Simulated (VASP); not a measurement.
# GaN: relaxation of cell and atoms with PBEsol

Crystal: GaN.

```
Ga N
1.0
     0.00000    2.25000    2.25000
     2.25000    0.00000    2.25000
     2.25000    2.25000    0.00000
Ga N
1 1
Direct
  0.00000 0.00000 0.00000
  0.25000 0.25000 0.25000
```

The cell was built by a generator and needn't be a form met in nature.

```
Program                : VASP 6.6.1
Task                   : relaxation of cell and atoms
Functional             : PBEsol
Potentials or basis    : VASP PAW PBE potentials, release 64 (Ga_d, N)
Cutoff                 : 600 eV
k mesh                 : 10 × 10 × 10
Occupations            : gaussian, width 0.02 eV
Spin                   : no spin polarisation
Dipole correction      : no
Further INCAR settings : ALGO = Normal; EDIFF = 1e-06; IBRION = 2; EDIFFG = -0.002; NSW = 100; ISIF = 3
```

| Item | Value |
| --- | --- |
| Relaxed volume | 11.35 Å³/atom |
| Relaxed cell | a = 3.178 Å, b = 3.178 Å, c = 3.178 Å, α = 60.00°, β = 60.00°, γ = 60.00° |
| Space group after relaxing (to 0.05 Å) | F-43m (No. 216) |
| Energy gained by relaxing | 0.1 meV/atom |
| Ionic steps | 5 |
| Pressure after relaxing | 0.0 GPa |
| Band gap on the k mesh | 1.74 eV, direct |

Step by step:
| step | energy change (eV) | largest force (eV/Å) | pressure (GPa) | volume (Å³) |
| --- | --- | --- | --- | --- |
| 1 | 0.0000 | 0.0000 | -0.65 | 22.78 |
| 2 | 0.0000 | 0.0000 | 0.85 | 22.63 |
| 3 | -0.0001 | 0.0000 | -0.05 | 22.70 |
| 4 | -0.0001 | 0.0000 | 0.20 | 22.70 |
| 5 | -0.0001 | 0.0000 | -0.03 | 22.70 |

Final structure:
```yaml
crystal:
  lattice:
    - [0.00000, 2.24731, 2.24731]
    - [2.24731, 0.00000, 2.24731]
    - [2.24731, 2.24731, 0.00000]
  atoms:
    - { symbol: Ga, position: [0.00000, 0.00000, 0.00000] }
    - { symbol: N, position: [0.25000, 0.25000, 0.25000] }
```

Levels at points of the mesh, in eV from the valence-band top:
```csv
k point,band 6,band 7,band 8,band 9,band 10,band 11,band 12,band 13
"(0.00, 0.00, 0.00)",-13.08,0.00,0.00,0.00,1.74,10.25,10.25,10.25
"(0.50, 0.00, 0.00)",-11.83,-7.17,-0.99,-0.99,4.62,8.67,10.31,10.31
"(0.50, 0.50, 0.00)",-11.40,-6.21,-2.76,-2.76,3.23,6.61,11.63,13.97
```

Run time: 23 s on 1 thread of Intel(R) Xeon(R) 6975P-C (Granite Rapids), with other jobs on the host, peak memory 0.16 GiB.

Caveat: the PAW data sets were made with another functional, which shifts forces and pressure a little. PBEsol gaps usually lie below the measured ones, often by a third to a half.
